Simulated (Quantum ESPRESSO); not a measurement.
Runs of Quantum ESPRESSO 7.5 on Ti. It takes space group Im-3m (No. 229, cubic). Conventional cell: a = 3.282 Å, b = 3.282 Å, c = 3.282 Å, α = 90.00°, β = 90.00°, γ = 90.00°. Around Ti (site symmetry m-3m) lie 8 Ti at 2.84 Å. This isn't the form of Ti at room conditions, which is hcp.

```tsv
task	level	potentials or basis	spin	cell	cutoff (eV)	most ionic steps	forc conv thr	etot conv thr	ion dynamics	cell dynamics	gap on the mesh (eV)	pressure (GPa)
relaxation of cell and atoms	PBEsol	GBRV 1.5 PBEsol	off	relaxed to 0.3 kbar	612	40	0.0004 Ry/bohr	1e-05 Ry	bfgs	bfgs	none	0.0
relaxation of cell and atoms	PBEsol	PseudoDojo 0.4.1 SR PBEsol standard	off	relaxed to 0.3 kbar	1143	40	0.0004 Ry/bohr	1e-05 Ry	bfgs	bfgs	none	0.0
relaxation of cell and atoms	PBEsol	PseudoDojo 0.4 SR PBEsol stringent	off	relaxed to 0.3 kbar	1143	40	0.0004 Ry/bohr	1e-05 Ry	bfgs	bfgs	none	0.0
band structure	PBE	PseudoDojo 0.4 FR PBE standard	SOC, no magnetisation	as given	1143	-	-	-	-	-	none	(a)
band structure	PBE	PseudoDojo 0.4.1 SR PBE standard	off	as given	1143	-	-	-	-	-	none	-2.4
```

Alike in all rows: k mesh 11 × 11 × 11; smearing fermi-dirac 0.05 eV.

**Question.** Estimate the missing entries.

**Answer.** (a) -2.3.

A gap of «none» marks a metal or a gap under the smearing width.
